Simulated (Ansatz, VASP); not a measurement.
Ge in VASP and in Ansatz

Contents of POSCAR:

```
Ge
1.0
    0.0051063723      2.8368735121      2.8368735121
    2.8368735121      0.0051063723      2.8368735121
    2.8419798844      2.8419798844      0.0000000000
Ge
2
Direct
    0.0002226909      0.0002226909     -0.0002226909
    0.2497773091      0.2497773091      0.2502226909
```

Contents of INCAR.step1:

```
ALGO     = Normal         # electronic algorithm
EDIFF    = 1E-4           # SCF threshold, eV
ENCUT    = 520            # plane-wave cutoff, eV
GGA      = PE             # functional
ISMEAR   = -1             # smearing method
LASPH    = T              # aspherical terms in the spheres
LCHARG   = F              # write CHGCAR
LREAL    = F              # projectors in reciprocal space
LWAVE    = T              # write WAVECAR
NBANDS   = 21             # bands
NELM     = 60             # most SCF steps
PREC     = Accurate       # precision mode
SIGMA    = 0.02           # smearing width, eV
```

File INCAR.step2:

```
ALGO     = Normal         # electronic algorithm
EDIFF    = 1E-6           # SCF threshold, eV
ENCUT    = 520            # plane-wave cutoff, eV
ISIF     = 2              # what is computed and relaxed
ISMEAR   = -1             # smearing method
ISTART   = 1            
LASPH    = T              # aspherical terms in the spheres
LCHARG   = F              # write CHGCAR
LMIXTAU  = T            
LREAL    = F              # projectors in reciprocal space
LWAVE    = F              # write WAVECAR
METAGGA  = R2SCAN         # meta-GGA
NBANDS   = 21             # bands
NELM     = 60             # most SCF steps
PREC     = Accurate       # precision mode
SIGMA    = 0.02           # smearing width, eV
```

KPOINTS

```
k-points
0
Gamma
  8 8 8
```

Input for Ansatz:

```yaml
crystal:
  lattice:
    - [0.0051063723, 2.8368735121, 2.8368735121]
    - [2.8368735121, 0.0051063723, 2.8368735121]
    - [2.8419798844, 2.8419798844, 0.0]
  atoms:
    - { symbol: Ge, position: [0.0002226909, 0.0002226909, -0.0002226909] }
    - { symbol: Ge, position: [0.2497773091, 0.2497773091, 0.2502226909] }
kpoints:
  mp_grid: { grid: [8, 8, 8] }
  band_path:
    path:
      - [0.0, 0.0, 0.0]
      - [0.5, 0.0, 0.5]
      - [0.625, 0.25, 0.625]
      - [0.375, 0.375, 0.75]
      - [0.5, 0.5, 0.5]
      - [0.5, 0.25, 0.75]
    npoints: 1
hamiltonian:
  xc: r2scan
scf:
  occupations: { method: fermi_dirac, width: 0.02 }
  n_extra_bands: 4
output:
  forces: true
  stress: true
  eigenvalues: true
```

Change from the starting cell: shear_xy strain +0.4%.

Alike in both runs: task single point; functional r2SCAN; k mesh 8 × 8 × 8; occupations fermi-dirac, width 0.02 eV; no spin polarisation.

|  | VASP | Ansatz |
| --- | --- | --- |
| version | VASP 6.6.1 | Ansatz 0.2.0 |
| potentials or method | VASP PAW PBE potentials, release 64 (Ge_d) | plane waves, PAW |
| plane-wave cutoff (eV) | 520 | 500 |
| valence electrons in the cell | 28 | 28 |

|  | VASP | Ansatz | Ansatz less VASP |
| --- | --- | --- | --- |
| pressure (GPa) | 0.0 | 0.0 | -0.05 |
| largest component of the traceless stress (GPa) | 0.24 | 0.24 | +0.004 |

With one functional, cell and mesh, what is left measures potentials, basis and numerics.

Caveats: the PAW data sets were made with another functional, which shifts forces and pressure a little (VASP).
